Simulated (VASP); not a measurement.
# SiNi (Pnma) in VASP: notebook

The runs below take SiNi through optical spectrum, density of states, with PBE.

Program: VASP 6.6.1. These are calculated values, not measurements. Logs are shortened: lines on timing, memory, paths and dates and some standing lists are left out, and cuts for length are marked.

## 1. The structure

It takes space group Pnma (No. 62, orthorhombic). The conventional cell has a = 5.173 Å, b = 3.338 Å, c = 5.605 Å, α = 90.00°, β = 90.00°, γ = 90.00°. Ni (site symmetry m) is surrounded by 6 Si at 2.28 to 2.40 Å. Around Si (site symmetry m) lie 6 Ni at 2.28 to 2.40 Å.

## 2. Optical spectrum, PBE, collinear spin, ferromagnetic start

The input, INCAR:

```
SYSTEM = SiNi
PREC = Accurate
ENCUT = 520
EDIFF = 1E-6
ISMEAR = 0
SIGMA = 0.02
LREAL = .False.
LASPH = .True.
NELM = 100
ALGO = Normal
ISIF = 2
LWAVE = .False.
LCHARG = .False.
ISPIN = 2
MAGMOM = 1 1 1 1 0 0 0 0
LORBIT = 11
LMAXMIX = 4
GGA = PE
LOPTICS = .True.
NBANDS = 52
NEDOS = 2000
CSHIFT = 0.1
```

The input, KPOINTS:

```
Automatic mesh
0
Gamma
  4 6 4
  0 0 0
```

The input, POSCAR:

```
SiNi
1.0
    5.1731000000      0.0000000000      0.0000000000
    0.0000000000      3.3381000000      0.0000000000
    0.0000000000      0.0000000000      5.6049000000
Ni Si
4 4
Direct
    0.9922100000      0.7500000000      0.8124800000
    0.5077900000      0.2500000000      0.3124800000
    0.4922100000      0.7500000000      0.6875200000
    0.0077900000      0.2500000000      0.1875200000
    0.6787200000      0.2500000000      0.9175000000
    0.8212800000      0.7500000000      0.4175000000
    0.1787200000      0.2500000000      0.5825000000
    0.3212800000      0.7500000000      0.0825000000
```

Potentials or basis: VASP PAW PBE potentials, release 64 (Ni, Si).

The run is started by

```console
> cat potpaw_PBE.64/Ni/POTCAR potpaw_PBE.64/Si/POTCAR > POTCAR
> mpirun -np 1 vasp_std > vasp.out
```

OUTCAR:

```text
SYSTEM = SiNi
   PREC = Accurate
   ENCUT = 520
   EDIFF = 1E-6
   ISMEAR = 0
   LREAL = .False.
   LASPH = .True.
   NELM = 100
   ISIF = 2
   ISPIN = 2
   LORBIT = 11
   GGA = PE

 ion  position               nearest neighbor table
   1  0.992  0.750  0.812-   8 2.28   7 2.32   7 2.32   6 2.38   5 2.40   5 2.40   3 2.68   3 2.68
                             4 2.69   4 2.69
   2  0.508  0.250  0.312-   7 2.28   8 2.32   8 2.32   5 2.38   6 2.40   6 2.40   4 2.68   4 2.68
                             3 2.69   3 2.69
   3  0.492  0.750  0.688-   6 2.28   5 2.32   5 2.32   8 2.38   7 2.40   7 2.40   1 2.68   1 2.68
                             2 2.69   2 2.69
   4  0.008  0.250  0.188-   5 2.28   6 2.32   6 2.32   7 2.38   8 2.40   8 2.40   2 2.68   2 2.68
                             1 2.69   1 2.69
   5  0.679  0.250  0.917-   4 2.28   3 2.32   3 2.32   2 2.38   1 2.40   1 2.40   8 2.66   8 2.66

   6  0.821  0.750  0.417-   3 2.28   4 2.32   4 2.32   1 2.38   2 2.40   2 2.40   7 2.66   7 2.66

   7  0.179  0.250  0.583-   2 2.28   1 2.32   1 2.32   4 2.38   3 2.40   3 2.40   6 2.66   6 2.66

   8  0.321  0.750  0.083-   1 2.28   2 2.32   2 2.32   3 2.38   4 2.40   4 2.40   5 2.66   5 2.66

  LATTYP: Found a simple orthorhombic cell.
 ALAT       =     3.3381000000
 B/A-ratio  =     1.5497139091
 C/A-ratio  =     1.6790689314

  Lattice vectors:

 A1 = (   0.0000000000,  -3.3381000000,   0.0000000000)
 A2 = (   5.1731000000,   0.0000000000,   0.0000000000)
 A3 = (   0.0000000000,   0.0000000000,   5.6049000000)

Analysis of symmetry for initial positions (statically):
=====================================================================
 Subroutine PRICEL returns:
 Original cell was already a primitive cell.

 Routine SETGRP: Setting up the symmetry group for a
 simple orthorhombic supercell.

 Subroutine GETGRP returns: Found  8 space group operations
 (whereof  2 operations were pure point group operations)
 out of a pool of  8 trial point group operations.

The static configuration has the point symmetry S_2 .
 The point group associated with its full space group is D_2h.

Analysis of symmetry for dynamics (positions and initial velocities):
=====================================================================
 Subroutine PRICEL returns:
 Original cell was already a primitive cell.

 Routine SETGRP: Setting up the symmetry group for a
 simple orthorhombic supercell.

 Subroutine GETGRP returns: Found  8 space group operations
 (whereof  2 operations were pure point group operations)
 out of a pool of  8 trial point group operations.

The dynamic configuration has the point symmetry S_2 .
 The point group associated with its full space group is D_2h.

Analysis of structural, dynamic, and magnetic symmetry:
=====================================================================
 Subroutine PRICEL returns:
 Original cell was already a primitive cell.

 Routine SETGRP: Setting up the symmetry group for a
 simple orthorhombic supercell.

 Subroutine GETGRP returns: Found  8 space group operations
 (whereof  2 operations were pure point group operations)
 out of a pool of  8 trial point group operations.

The overall configuration has the point symmetry S_2 .
 The point group associated with its full space group is D_2h.

 Subroutine INISYM returns: Found  8 space group operations
 (whereof  2 operations are pure point group operations),
 and found     1 'primitive' translations

----------------------------------------------------------------------------------------

                                     Primitive cell

  volume of cell :      96.7872

  direct lattice vectors                    reciprocal lattice vectors
     5.173100000  0.000000000  0.000000000     0.193307688  0.000000000  0.000000000
     0.000000000  3.338100000  0.000000000     0.000000000  0.299571613  0.000000000
     0.000000000  0.000000000  5.604900000     0.000000000  0.000000000  0.178415315

  length of vectors
     5.173100000  3.338100000  5.604900000     0.193307688  0.299571613  0.178415315

  position of ions in fractional coordinates (direct lattice)
     0.992210000  0.750000000  0.812480000
     0.507790000  0.250000000  0.312480000
[... 133 lines left out ...]
  ---------------------------------------------------
  ext. energy  EPLUGINS =         0.00000000
  ---------------------------------------------------
  free energy    TOTEN  =       -47.63384122 eV

  energy without entropy =      -47.63384122  energy(sigma->0) =      -47.63384122

 E-fermi :  10.3632     XC(G=0): -12.2173

 val. band max:       10.2748528708   @ k =   0.2500   0.0000   0.5000
 cond. band min:      10.4567090124   @ k =   0.0000   0.3333   0.0000
 fundamental gap:      0.1818561416
 Fermi energy:        10.3632274793

 spin component 1

 k-point     1 :       0.0000    0.0000    0.0000
  band No.  band energies     occupation
      1      -2.5625      1.00000
      2       0.7429      1.00000
      3       2.1004      1.00000
      4       2.5973      1.00000
      5       3.9255      1.00000
      6       4.4000      1.00000
[... 1021 lines left out ...]
     39      16.7287      0.00000
     40      16.7287      0.00000

 [... further k-points ...]

 spin component 2

 k-point     1 :       0.0000    0.0000    0.0000
  band No.  band energies     occupation
      1      -2.5625      1.00000
      2       0.7429      1.00000
      3       2.1004      1.00000
      4       2.5973      1.00000
      5       3.9255      1.00000
      6       4.4000      1.00000
[... 1021 lines left out ...]
     39      16.7287      0.00000
     40      16.7287      0.00000

 [... further k-points ...]

 [bands above 40 left out]

------------------------ aborting loop because EDIFF is reached ----------------------------------------

  FORCE on cell =-STRESS in cart. coord.  units (eV):
  Direction    XX          YY          ZZ          XY          YZ          ZX
  --------------------------------------------------------------------------------------
  -------------------------------------------------------------------------------------
  Total        1.9338841      0.3482833      0.9843006      0.0000000      0.0000000      0.0000000
  in kB       32.0127470      5.7653433     16.2937204      0.0000000      0.0000000      0.0000000
  external PRESSURE =      18.0239369 kB  Pullay stress =       0.0000000 kB

 VOLUME and BASIS-vectors are now :
 -----------------------------------------------------------------------------
  energy-cutoff  :      520.00
  volume of cell :       96.79
      direct lattice vectors                 reciprocal lattice vectors
     5.173100000  0.000000000  0.000000000     0.193307688  0.000000000  0.000000000
     0.000000000  3.338100000  0.000000000     0.000000000  0.299571613  0.000000000
     0.000000000  0.000000000  5.604900000     0.000000000  0.000000000  0.178415315

 POSITION                                       TOTAL-FORCE (eV/Angst)
 -----------------------------------------------------------------------------------
      5.13280      2.50357      4.55387        -0.028239      0.000000     -0.009441
      2.62685      0.83452      1.75142         0.028239      0.000000     -0.009441
      2.54625      2.50357      3.85348        -0.028239     -0.000000      0.009441
      0.04030      0.83452      1.05103         0.028239     -0.000000      0.009441
      3.51109      0.83452      5.14250        -0.008682      0.000000     -0.012476
      4.24856      2.50357      2.34005         0.008682     -0.000000     -0.012476
      0.92454      0.83452      3.26485        -0.008682      0.000000      0.012476
      1.66201      2.50357      0.46240         0.008682      0.000000      0.012476
 -----------------------------------------------------------------------------------
    total drift:                               -0.000000      0.000000     -0.000000

  FREE ENERGIE OF THE ION-ELECTRON SYSTEM (eV)
  ---------------------------------------------------
  free  energy   TOTEN  =       -47.6338412161 eV

  energy  without entropy=      -47.6338412161  energy(sigma->0) =      -47.63384122

 electrical conductivity sigma (Mega S m-1) (frequency dependency in vasprun.xml)
  --------------------------------------------------------------------------------------
       0.000      -0.000       0.000
      -0.000       0.000       0.000
       0.000       0.000       0.000

  frequency dependent IMAGINARY DIELECTRIC FUNCTION (independent particle, no local field effects) density-density
     E(ev)      X         Y         Z        XY        YZ        ZX
  --------------------------------------------------------------------------------------------------------------
     0.00000     0.00000     0.00000     0.00000     0.00000     0.00000     0.00000
     0.35026     2.88524    12.98363     5.57473     0.00000     0.00000     0.00000
     0.70053    20.26780    32.46306    16.06244     0.00000     0.00000     0.00000
     1.05079    10.78032    10.44704     7.32345     0.00000     0.00000     0.00000
     1.40106    17.37376    30.86387    23.09024     0.00000     0.00000     0.00000
     1.75132    21.40803    23.71030    25.15470    -0.00000     0.00000     0.00000
[... 92 lines left out ...]
    34.32587     0.00194     0.00197     0.00199     0.00000     0.00000     0.00000
    34.67613     0.00188     0.00191     0.00192     0.00000     0.00000     0.00000

  frequency dependent      REAL DIELECTRIC FUNCTION (independent particle, no local field effects) density-density
     E(ev)        X           Y           Z          XY          YZ          ZX
  --------------------------------------------------------------------------------------------------------------
     0.00000    29.12488    48.23140    34.00768     0.00000     0.00000     0.00000
     0.35026    32.36471    49.02405    39.42267     0.00000     0.00000     0.00000
     0.70053    28.80207    13.73802    12.21003    -0.00000     0.00000     0.00000
     1.05079    16.93768    24.73750    26.19771     0.00000     0.00000     0.00000
     1.40106    24.68591    32.04339    30.22364     0.00000     0.00000     0.00000
     1.75132    10.37549     2.62490    13.29940    -0.00000     0.00000     0.00000
[... 92 lines left out ...]
    34.32587     0.69023     0.68389     0.68177     0.00000     0.00000     0.00000
    34.67613     0.69692     0.69069     0.68862     0.00000     0.00000     0.00000

  frequency dependent IMAGINARY DIELECTRIC FUNCTION (independent particle, no local field effects) current-current
     E(ev)      X         Y         Z        XY        YZ        ZX
  --------------------------------------------------------------------------------------------------------------
     0.00000   318.94853   528.18927   373.25435    -0.00000     0.00000     0.00000
     0.35026    20.59772    39.40746    27.13963    -0.00000     0.00000     0.00000
     0.70053    27.84928    35.38633    18.86869    -0.00000     0.00000     0.00000
     1.05079    13.69832    14.88693    12.06841    -0.00000     0.00000     0.00000
     1.40106    20.67592    35.18083    27.17706    -0.00000     0.00000     0.00000
     1.75132    22.39347    23.79090    26.47503     0.00000     0.00000     0.00000
[... 92 lines left out ...]
    34.32587     0.00014     0.00013     0.00014     0.00000     0.00000     0.00000
    34.67613     0.00013     0.00013     0.00013     0.00000     0.00000     0.00000

  frequency dependent      REAL DIELECTRIC FUNCTION (independent particle, no local field effects) current-current
     E(ev)        X           Y           Z          XY          YZ          ZX
  --------------------------------------------------------------------------------------------------------------
     0.00000    27.99506    42.86408    32.15333    -0.00000     0.00000     0.00000
     0.35026    30.48214    41.59892    35.84335    -0.00000     0.00000     0.00000
     0.70053    22.97091     5.13743     8.08336     0.00000     0.00000     0.00000
     1.05079    14.99278    22.97863    24.88306    -0.00000     0.00000     0.00000
     1.40106    22.21120    27.68294    26.93148     0.00000     0.00000     0.00000
     1.75132     7.98758     0.06539    10.47610    -0.00000     0.00000     0.00000
[... 92 lines left out ...]
    34.32587     0.69046     0.68428     0.68203    -0.00000     0.00000     0.00000
    34.67613     0.69714     0.69107     0.68888    -0.00000     0.00000     0.00000

 total charge

# of ion       s       p       d       tot
------------------------------------------
    1        0.499   0.639   8.447   9.585
    2        0.499   0.639   8.447   9.585
    3        0.499   0.639   8.447   9.585
    4        0.499   0.639   8.447   9.585
    5        0.761   0.854   0.000   1.615
    6        0.761   0.854   0.000   1.615
    7        0.761   0.854   0.000   1.615
    8        0.761   0.854   0.000   1.615
--------------------------------------------------
tot          5.042   5.972  33.788  44.801

 magnetization (x)

# of ion       s       p       d       tot
------------------------------------------
    1        0.000   0.000  -0.000  -0.000
    2        0.000   0.000  -0.000  -0.000
    3        0.000   0.000  -0.000  -0.000
    4        0.000   0.000  -0.000  -0.000
    5       -0.000  -0.000   0.000  -0.000
    6       -0.000  -0.000   0.000  -0.000
    7       -0.000  -0.000   0.000  -0.000
    8       -0.000  -0.000   0.000  -0.000
--------------------------------------------------
tot         -0.000   0.000  -0.000  -0.000
```

It took 8.6 min on 1 thread of AMD EPYC 7R43 (Zen 3), shared host; peak memory 0.69 GiB.

Results:

```
Free energy                                           : -47.6338 eV
Pressure                                              : 1.8 GPa
Largest force                                         : 0.030 eV/Å
Band gap on the k mesh                                : none (metal or under the smearing width)
Net moment                                            : 0.00 μB per cell
Valence electrons inside the program's atomic spheres : Ni 9.59; Si 1.61
```

Forces on the atoms (eV/Å):
```
Ni  -0.028  0.000 -0.009
Ni   0.028  0.000 -0.009
Ni  -0.028  0.000  0.009
Ni   0.028  0.000  0.009
Si  -0.009  0.000 -0.012
Si   0.009  0.000 -0.012
Si  -0.009  0.000  0.012
Si   0.009  0.000  0.012
```

Dielectric function (mean over the directions given):
| energy (eV) | real part | imaginary part |
| --- | --- | --- |
| 0.26 | 39.10 | 5.37 |
| 1.23 | 27.14 | 11.45 |
| 2.28 | 4.53 | 18.79 |
| 3.33 | 5.23 | 11.02 |
| 4.38 | 3.99 | 18.21 |
| 5.43 | -2.84 | 11.23 |
| 6.48 | -3.53 | 6.81 |
| 7.44 | -2.84 | 5.07 |
| 8.49 | -2.57 | 4.38 |
| 9.54 | -2.00 | 3.08 |
| 10.60 | -1.70 | 2.65 |
| 11.65 | -1.80 | 2.11 |
| 12.70 | -1.52 | 1.60 |
| 13.66 | -1.39 | 1.28 |
| 14.71 | -1.21 | 0.98 |
| 15.76 | -1.02 | 0.65 |
| 16.81 | -0.84 | 0.38 |
| 17.86 | -0.60 | 0.19 |
| 18.91 | -0.33 | 0.10 |
| 19.96 | -0.13 | 0.05 |

Caveat: spectra need much finer meshes, so this one isn't converged; independent-particle spectra lack excitons; the intraband (Drude) part of a metal's response may be missing.

(Continued in part 2 of 2.)
